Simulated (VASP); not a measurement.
# Cu2O (Cuprite) (Pn-3m) in VASP: further runs

One crystal, Cu2O (Cuprite), is run at these levels: PBE; tasks: relaxation of cell and atoms, relaxation of the atoms.

All numbers are computed with VASP 6.6.1; they aren't measurements. Logs are shortened: lines on timing, memory, paths and dates and some standing lists are left out, and cuts for length are marked.

### 1 Starting point

It takes space group Pn-3m (No. 224, cubic). The conventional cell has a = 4.260 Å, b = 4.260 Å, c = 4.260 Å, α = 90.00°, β = 90.00°, γ = 90.00°. Around Cu (site symmetry -3m) lie 2 O at 1.84 Å. Around O (site symmetry -43m) lie 4 Cu at 1.84 Å.

### 2 Relaxation of cell and atoms, PBE

INCAR

```
PREC     = Accurate       # precision mode
ENCUT    = 300            # plane-wave cutoff, eV
EDIFF    = 1E-6           # SCF threshold, eV
ISMEAR   = 0              # smearing method
SIGMA    = 0.03           # smearing width, eV
LREAL    = False          # projectors in reciprocal space
LASPH    = True           # aspherical terms in the spheres
NELM     = 80             # most SCF steps
ALGO     = Normal         # electronic algorithm
ISIF     = 3              # what is computed and relaxed
LWAVE    = False          # write WAVECAR
LCHARG   = False          # write CHGCAR
GGA      = PE             # functional
IBRION   = 2              # ionic algorithm
NSW      = 90             # ionic steps
EDIFFG   = -0.01          # ionic threshold
KPAR     = 2
```

KPOINTS

```
Automatic mesh
0
Gamma
  3 3 3
```

POSCAR

```
Cu2O
1.0
    4.2600000000      0.0000000000      0.0000000000
    0.0000000000      4.2600000000      0.0000000000
    0.0000000000      0.0000000000      4.2600000000
Cu O
4 2
Direct
    0.2500000000      0.2500000000      0.2500000000
    0.2500000000      0.7500000000      0.7500000000
    0.7500000000      0.7500000000      0.2500000000
    0.7500000000      0.2500000000      0.7500000000
    0.0000000000      0.0000000000      0.0000000000
    0.5000000000      0.5000000000      0.5000000000
```

Potentials or basis: VASP PAW PBE potentials, release 64 (Cu, O_s).

Launch:

```sh
$ cat potpaw_PBE.64/Cu/POTCAR potpaw_PBE.64/O_s/POTCAR > POTCAR
$ mpirun -np 2 vasp_std > vasp.out
```

OUTCAR:

```text
PREC = Accurate
   ENCUT = 300
   EDIFF = 1E-6
   ISMEAR = 0
   LREAL = False
   LASPH = True
   NELM = 80
   ISIF = 3
   GGA = PE
   IBRION = 2
   NSW = 90
   EDIFFG = -0.01

 ion  position               nearest neighbor table
   1  0.250  0.250  0.250-   5 1.84   6 1.84
   2  0.250  0.750  0.750-   5 1.84   6 1.84
   3  0.750  0.750  0.250-   5 1.84   6 1.84
   4  0.750  0.250  0.750-   5 1.84   6 1.84
   5  0.000  0.000  0.000-   1 1.84   2 1.84   3 1.84   4 1.84
   6  0.500  0.500  0.500-   1 1.84   2 1.84   3 1.84   4 1.84

  LATTYP: Found a simple cubic cell.
 ALAT       =     4.2600000000

  Lattice vectors:

 A1 = (   4.2600000000,   0.0000000000,   0.0000000000)
 A2 = (   0.0000000000,   4.2600000000,   0.0000000000)
 A3 = (   0.0000000000,   0.0000000000,   4.2600000000)

Analysis of symmetry for initial positions (statically):
=====================================================================
 Subroutine PRICEL returns:
 Original cell was already a primitive cell.

 Routine SETGRP: Setting up the symmetry group for a
 simple cubic supercell.

 Subroutine GETGRP returns: Found 48 space group operations
 (whereof 24 operations were pure point group operations)
 out of a pool of 48 trial point group operations.

The static configuration has the point symmetry T_d .
 The point group associated with its full space group is O_h .

Analysis of symmetry for dynamics (positions and initial velocities):
=====================================================================
 Subroutine PRICEL returns:
 Original cell was already a primitive cell.

 Routine SETGRP: Setting up the symmetry group for a
 simple cubic supercell.

 Subroutine GETGRP returns: Found 48 space group operations
 (whereof 24 operations were pure point group operations)
 out of a pool of 48 trial point group operations.

The dynamic configuration has the point symmetry T_d .
 The point group associated with its full space group is O_h .

 Subroutine INISYM returns: Found 48 space group operations
 (whereof 24 operations are pure point group operations),
 and found     1 'primitive' translations

----------------------------------------------------------------------------------------

                                     Primitive cell

  volume of cell :      77.3088

  direct lattice vectors                    reciprocal lattice vectors
     4.260000000  0.000000000  0.000000000     0.234741784  0.000000000  0.000000000
     0.000000000  4.260000000  0.000000000     0.000000000  0.234741784  0.000000000
[... 79 lines left out ...]
   ISYM   =      2    0-nonsym 1-usesym 2-fastsym
   POTIM  = 0.5000    time-step for ionic-motion
   TEBEG  =    0.0;   TEEND  =   0.0 temperature during run
   PSTRESS=    0.0 pullay stress
   NELECT =      56.0000    total number of electrons
   NUPDOWN=      -1.0000    fix difference up-down
   EMIN   =  10.00;   EMAX   =-10.00  energy-range for DOS
   EFERMI =   0.00;   METHOD = LEGACY
   ISMEAR =     0;   SIGMA  =   0.03  broadening in eV -4-tet -1-fermi 0-gaus
   EFERMI_NEDOS =   21; number of points for ismear=-14 and -15
   IALGO  =     38    algorithm
   IMIX   =      4    mixing-type and parameters
     AMIX     =   0.40;   BMIX     =  1.00
     AMIX_MAG =   1.60;   BMIX_MAG =  1.00
  volume/ion in A,a.u.               =      12.88        86.95
  Fermi-wavevector in a.u.,A,eV,Ry     =   1.470261  2.778391 29.411289  2.161669
  Thomas-Fermi vector in A             =   2.585540
   LORBIT       =      0    0 simple, 1 ext, 2 COOP (PROOUT), +10 PAW based schemes
   GGA     = PE    functional components
   LHFCALC =     F    Hartree Fock is set to
   AEXX    =    0.0000 exact exchange contribution
   IVDW    =     0    specifies the selected vdW correction
   LEPSILON=     F    determine dielectric tensor
   LRPA    =     F    only Hartree local field effects (RPA)
 conjugate gradient relaxation of ions
 non-spin polarized calculation
 Gauss-broadening in eV      SIGMA  =   0.03
  energy-cutoff  :      300.00
  volume of cell :       77.31
 maximum number of plane-waves:       931
   NGX = 13   NGY = 13   NGZ = 13

--------------------------------------- Ionic step        1  -------------------------------------------

 number of electron      55.9999587 magnetization

 Free energy of the ion-electron system (eV)
  ---------------------------------------------------
  ext. energy  EPLUGINS =         0.00000000
  ---------------------------------------------------
  free energy    TOTEN  =       -27.18846660 eV

  energy without entropy =      -27.18846660  energy(sigma->0) =      -27.18846660

------------------------ aborting loop because EDIFF is reached ----------------------------------------

  FORCE on cell =-STRESS in cart. coord.  units (eV):
  Direction    XX          YY          ZZ          XY          YZ          ZX
  --------------------------------------------------------------------------------------
  -------------------------------------------------------------------------------------
  Total        1.2112938      1.2112938      1.2112938      0.0000000      0.0000000      0.0000000
  in kB       25.1033266     25.1033266     25.1033266      0.0000000      0.0000000      0.0000000
  external PRESSURE =      25.1033266 kB  Pullay stress =       0.0000000 kB
[... 27 lines left out ...]
--------------------------------------- Ionic step        2  -------------------------------------------

 number of electron      55.9999701 magnetization

 E-fermi :   4.7528     XC(G=0): -10.8875

 val. band max:        4.6024276438   @ k =   0.0000   0.0000   0.0000
 cond. band min:       5.0805960039   @ k =   0.0000   0.0000   0.0000
 fundamental gap:      0.4781683601
 Fermi energy:         4.7528093118

 k-point     1 :       0.0000    0.0000    0.0000
  band No.  band energies     occupation
      1     -15.2976      2.00000
      2     -14.6198      2.00000
      3      -2.3942      2.00000
      4      -2.3942      2.00000
      5      -2.3942      2.00000
      6      -0.0834      2.00000
[... 172 lines left out ...]
--------------------------------------- Ionic step        3  -------------------------------------------

 number of electron      55.9999604 magnetization

 Free energy of the ion-electron system (eV)
  ---------------------------------------------------
  ext. energy  EPLUGINS =         0.00000000
  ---------------------------------------------------
  free energy    TOTEN  =       -27.19636351 eV

  energy without entropy =      -27.19636351  energy(sigma->0) =      -27.19636351

 E-fermi :   4.9394     XC(G=0): -10.9683

 val. band max:        4.7713717314   @ k =   0.0000   0.0000   0.0000
 cond. band min:       5.2819180905   @ k =   0.0000   0.0000   0.0000
 fundamental gap:      0.5105463591
 Fermi energy:         4.9393846238

 k-point     1 :       0.0000    0.0000    0.0000
  band No.  band energies     occupation
      1     -15.2528      2.00000
      2     -14.5466      2.00000
      3      -2.3532      2.00000
      4      -2.3532      2.00000
      5      -2.3532      2.00000
      6      -0.0089      2.00000
[... 166 lines left out ...]
  FREE ENERGIE OF THE ION-ELECTRON SYSTEM (eV)
  ---------------------------------------------------
  free  energy   TOTEN  =       -27.1963635147 eV

  energy  without entropy=      -27.1963635147  energy(sigma->0) =      -27.19636351

 reached required accuracy - stopping structural energy minimisation
```

OSZICAR:

```text
N       E                     dE             d eps       ncg     rms          rms(c)
DAV:   1     0.429016619016E+03    0.42902E+03   -0.18475E+04   264   0.175E+03
DAV:   2     0.144938724970E+02   -0.41452E+03   -0.40426E+03   264   0.401E+02
DAV:   3    -0.319388030205E+02   -0.46433E+02   -0.45348E+02   307   0.170E+02
[... 31 lines left out ...]
DAV:   6    -0.271964512239E+02    0.63758E-03   -0.18600E-03   362   0.543E-01    0.138E-01
DAV:   7    -0.271963814038E+02    0.69820E-04   -0.34053E-04   347   0.134E-01    0.512E-02
DAV:   8    -0.271963625448E+02    0.18859E-04   -0.78463E-05   415   0.118E-01    0.989E-03
DAV:   9    -0.271963633627E+02   -0.81793E-06   -0.11625E-05   259   0.277E-02    0.438E-03
DAV:  10    -0.271963635147E+02   -0.15195E-06   -0.10181E-06   159   0.104E-02
   3 F= -.27196364E+02 E0= -.27196364E+02  d E =-.789692E-02
```

Run time: 14 s. Hardware: 2 MPI ranks of Intel Xeon Platinum 8488C (Sapphire Rapids), shared host; peak memory 0.12 GiB.

These settings aren't checked as converged: the numbers below hold their error.

Results:

- Free energy: -27.1964 eV
- Relaxed volume: 13.07 Å³/atom
- Relaxed cell: a = 4.280 Å, b = 4.280 Å, c = 4.280 Å, α = 90.00°, β = 90.00°, γ = 90.00°
- Space group after relaxing (to 0.05 Å): Pn-3m (No. 224)
- Energy gained by relaxing: 1.3 meV/atom
- Ionic steps: 3
- Band gap on the k mesh: 0.51 eV, direct

Caveat: the k mesh is coarse (spacing up to 0.49 Å⁻¹), so the values aren't converged; the cutoff is under 1.25 times the usual one of these potentials, so pressure, stress and relaxed cells hold a basis-set (Pulay) error.

### 3 Relaxation of cell and atoms, PBE

This run uses another cell than the first one, of 13.07 Å³/atom, 1.014 times its volume.

Edit INCAR of step 2 so:

```diff
@@ -2,3 +2,3 @@
 ENCUT    = 300            # plane-wave cutoff, eV
-EDIFF    = 1E-6           # SCF threshold, eV
+EDIFF    = 1E-7           # SCF threshold, eV
 ISMEAR   = 0              # smearing method
@@ -15,3 +15,3 @@
 NSW      = 90             # ionic steps
-EDIFFG   = -0.01          # ionic threshold
+EDIFFG   = -0.005         # ionic threshold
 KPAR     = 2
```

KPOINTS is that of step 2.

POSCAR

```
Cu2O                                    
1.0
    4.2800614245     -0.0000000000      0.0000000000
    0.0000000000      4.2800614245     -0.0000000000
   -0.0000000000      0.0000000000      4.2800614245
  Cu              O             
     4     2
Direct
     0.2500000000000000    0.2500000000000000    0.2500000000000000
     0.2500000000000000    0.7500000000000000    0.7500000000000000
     0.7500000000000000    0.7500000000000000    0.2500000000000000
     0.7500000000000000    0.2500000000000000    0.7500000000000000
     0.0000000000000000    0.0000000000000000    0.0000000000000000
     0.5000000000000000    0.5000000000000000    0.5000000000000000
```

Potentials or basis: VASP PAW PBE potentials, release 64 (Cu, O_s).

Launch:

```sh
$ cat potpaw_PBE.64/Cu/POTCAR potpaw_PBE.64/O_s/POTCAR > POTCAR
$ mpirun -np 2 vasp_std > vasp.out
```

It took 14 s on 2 MPI ranks of Intel Xeon Platinum 8488C (Sapphire Rapids), shared host; peak memory 0.12 GiB.

These settings aren't checked as converged: the numbers below hold their error.

Results:

- Free energy: -27.2152 eV
- Relaxed volume: 13.11 Å³/atom
- Relaxed cell: a = 4.284 Å, b = 4.284 Å, c = 4.284 Å, α = 90.00°, β = 90.00°, γ = 90.00°
- Space group after relaxing (to 0.05 Å): Pn-3m (No. 224)
- Energy gained by relaxing: 0.1 meV/atom
- Ionic steps: 3
- Band gap on the k mesh: 0.50 eV, direct

Caveat: the k mesh is coarse (spacing up to 0.49 Å⁻¹), so the values aren't converged; the cutoff is under 1.25 times the usual one of these potentials, so pressure, stress and relaxed cells hold a basis-set (Pulay) error.

### 4 Relaxation of the atoms, PBE (a relaxed cell with its volume scaled by 0.94)

Edit INCAR of step 3 so:

```diff
@@ -8,4 +8,4 @@
 NELM     = 80             # most SCF steps
-ALGO     = Normal         # electronic algorithm
-ISIF     = 3              # what is computed and relaxed
+ALGO     = Fast           # electronic algorithm
+ISIF     = 2              # what is computed and relaxed
 LWAVE    = False          # write WAVECAR
@@ -14,4 +14,4 @@
 IBRION   = 2              # ionic algorithm
-NSW      = 90             # ionic steps
-EDIFFG   = -0.005         # ionic threshold
+NSW      = 40             # ionic steps
+EDIFFG   = -0.01          # ionic threshold
 KPAR     = 2
```

KPOINTS is that of step 3.

Edit POSCAR of step 3 so:

```diff
@@ -2,5 +2,5 @@
 1.0
-    4.2800614245     -0.0000000000      0.0000000000
-    0.0000000000      4.2800614245     -0.0000000000
-   -0.0000000000      0.0000000000      4.2800614245
+    4.1970076211      0.0000000000     -0.0000000000
+    0.0000000000      4.1970076211      0.0000000000
+   -0.0000000000      0.0000000000      4.1970076211
   Cu              O
```

Launch:

```sh
$ cat potpaw_PBE.64/Cu/POTCAR potpaw_PBE.64/O_s/POTCAR > POTCAR
$ mpirun -np 2 vasp_std > vasp.out
```

Wall time 7.1 s (2 MPI ranks of Intel Xeon Platinum 8488C (Sapphire Rapids), shared host); peak memory 0.12 GiB.

Results (log left out):

```yaml
Free_energy: -27.0240 eV
Band_gap_on_the_k_mesh: 0.65 eV, direct
```

Final structure:
```cif
data_structure
_symmetry_space_group_name_H-M 'P 1'
_symmetry_Int_Tables_number 1
_cell_length_a 4.1970
_cell_length_b 4.1970
_cell_length_c 4.1970
_cell_angle_alpha 90.000
_cell_angle_beta 90.000
_cell_angle_gamma 90.000
_cell_volume 73.93
loop_
_atom_site_label
_atom_site_type_symbol
_atom_site_fract_x
_atom_site_fract_y
_atom_site_fract_z
_atom_site_occupancy
Cu1 Cu 0.25000 0.25000 0.25000 1
Cu2 Cu 0.25000 0.75000 0.75000 1
Cu3 Cu 0.75000 0.75000 0.25000 1
Cu4 Cu 0.75000 0.25000 0.75000 1
O1 O 0.00000 0.00000 0.00000 1
O2 O 0.50000 0.50000 0.50000 1
```

Levels at points of the mesh, in eV from the valence-band top:
```csv
k point,band 25,band 26,band 27,band 28,band 29,band 30,band 31,band 32
"(0.00, 0.00, 0.00)",-1.69,0.00,0.00,0.00,0.65,1.08,1.08,8.22
```

Caveat: the k mesh is coarse (spacing up to 0.50 Å⁻¹), so the values aren't converged; the cutoff is under 1.25 times the usual one of these potentials, so pressure, stress and relaxed cells hold a basis-set (Pulay) error; the relaxation stopped at its first step, so nothing moved.

### 5 Relaxation of the atoms, PBE (a relaxed cell with its volume scaled by 0.96)

INCAR is that of step 4.

KPOINTS is that of step 4.

Edit POSCAR of step 4 so:

```diff
@@ -2,5 +2,5 @@
 1.0
-    4.1970076211      0.0000000000     -0.0000000000
-    0.0000000000      4.1970076211      0.0000000000
-   -0.0000000000      0.0000000000      4.1970076211
+    4.2265649867      0.0000000000     -0.0000000000
+    0.0000000000      4.2265649867      0.0000000000
+   -0.0000000000      0.0000000000      4.2265649867
   Cu              O
```

Launch:

```sh
$ cat potpaw_PBE.64/Cu/POTCAR potpaw_PBE.64/O_s/POTCAR > POTCAR
$ mpirun -np 2 vasp_std > vasp.out
```

Run time: 6.3 s. Hardware: 2 MPI ranks of Intel Xeon Platinum 8488C (Sapphire Rapids), shared host; peak memory 0.12 GiB.

The run converged. Its results:

- Free energy: -27.1089 eV
- Band gap on the k mesh: 0.60 eV, direct

Final structure:
```
CELL_PARAMETERS angstrom
4.22656 0.00000 0.00000
0.00000 4.22656 0.00000
0.00000 0.00000 4.22656
ATOMIC_POSITIONS crystal
Cu 0.25000 0.25000 0.25000
Cu 0.25000 0.75000 0.75000
Cu 0.75000 0.75000 0.25000
Cu 0.75000 0.25000 0.75000
O 0.00000 0.00000 0.00000
O 0.50000 0.50000 0.50000
```

Levels at points of the mesh, in eV from the valence-band top:
```
           k point  band 26  band 27  band 28  band 29  band 30  band 31
(0.00, 0.00, 0.00)     0.00     0.00     0.00     0.60     1.16     1.16
```

Caveat: the k mesh is coarse (spacing up to 0.50 Å⁻¹), so the values aren't converged; the cutoff is under 1.25 times the usual one of these potentials, so pressure, stress and relaxed cells hold a basis-set (Pulay) error; the relaxation stopped at its first step, so nothing moved.

(Continued in part 2 of 2.)
